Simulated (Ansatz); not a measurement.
**ZrSe2 (CdI2 type): equation of state and elastic constants**

One table from this session's results is given with a row withheld; the runs are named, their logs left out.

Program: Ansatz 0.2.0. Level of theory: DFT r²SCAN, scalar-relativistic, plane waves, PAW. These are calculated values, not measurements.

2 further runs of the same task are left out: 2 that didn't finish. Runs told in other sessions of the task aren't counted.

**The system as given**

It takes space group P-3m1 (No. 164, trigonal). The conventional cell has a = 3.809 Å, b = 3.809 Å, c = 6.397 Å, α = 90.00°, β = 90.00°, γ = 120.00°. Around Zr (site symmetry -3m) lie 6 Se at 2.70 Å. Se (site symmetry 3m) has 3 Zr at 2.70 Å in its first shell of neighbours.

Coordinates:

```cif
data_structure
_symmetry_space_group_name_H-M 'P 1'
_symmetry_Int_Tables_number 1
_cell_length_a 3.8088
_cell_length_b 3.8088
_cell_length_c 6.3971
_cell_angle_alpha 90.000
_cell_angle_beta 90.000
_cell_angle_gamma 120.000
_cell_volume 80.37
loop_
_atom_site_label
_atom_site_type_symbol
_atom_site_fract_x
_atom_site_fract_y
_atom_site_fract_z
_atom_site_occupancy
Zr1 Zr 0.00000 0.00000 0.00000 1
Se1 Se 0.33333 0.66667 0.24424 1
Se2 Se 0.66667 0.33333 0.75576 1
```

This cell comes from an earlier session at r²SCAN: 26.789 Å³/atom at 0.03 GPa, on a 10×10×6 mesh.

Volume factors to run: 0.980, 1.020, 0.960, 1.040, 1.070.

The first run:

The input, input.yaml:

```yaml
crystal:
  lattice:
    - [3.7832173541, 0.0, 0.0]
    - [-1.8916086771, 3.2763623367, 0.0]
    - [0.0, 0.0, 6.3541464856]
  atoms:
    - { symbol: Zr, position: [0.0, 0.0, 0.0] }
    - { symbol: Se, position: [0.3333333333, 0.6666666667, 0.2442372424] }
    - { symbol: Se, position: [0.6666666667, 0.3333333333, 0.7557627576] }
basis:
  ecutwfc: 500
  ecutrho_ratio: 4
kpoints:
  mp_grid: { grid: [10, 10, 6] }
hamiltonian:
  xc: r2scan
scf:
  occupations: { method: gaussian, width: 0.05 }
output:
  forces: true
  stress: true
  eigenvalues: true
relax:
  f_tol: 0.01
  max_steps: 40
  cell: { stress_tol: 0.1, fix: [volume] }
```

Run with:

```console
ansatz run input.yaml --threads 4 --pin off --max-ram 7168MiB --backend cpu --events-out ev --progress --plain --runs-dir out
```

Among the steps run: Scaling the volume by 0.980; Scaling the volume by 1.020; Volume × 0.960; At 1.040 of the relaxed volume; Scaling the volume by 1.070.

One table of the session follows, with a row left open; its other results are not shown here.

It belongs to the step «Energy and pressure against volume». 

```
volume (Å³/atom)  energy (meV/atom)  pressure (GPa)  gap (eV)
          25.718               3.18            0.90      0.64
          26.254               0.82            0.45      0.72
          26.789               0.00            0.03      0.76
          27.325               0.31           -0.22      0.79
          27.861                  ?               ?         ?
          28.665               3.88           -0.55      0.84
```

Estimate the missing values for volume (Å³/atom) = 27.861.

Worked estimate for «energy (meV/atom)». A straight line through the neighbours (27.325, 0.31) and (28.665, 3.88) gives 0.31 + (3.88 − 0.31) × (27.861 − 27.325) / (28.665 − 27.325) = 1.74; a parabola fitted to 3 rows on both sides gives 1.26.

As computed: energy (meV/atom): 1.41; pressure (GPa): -0.51; gap (eV): 0.82. In «energy (meV/atom)» the line misses by +0.33 and the parabola by -0.15.
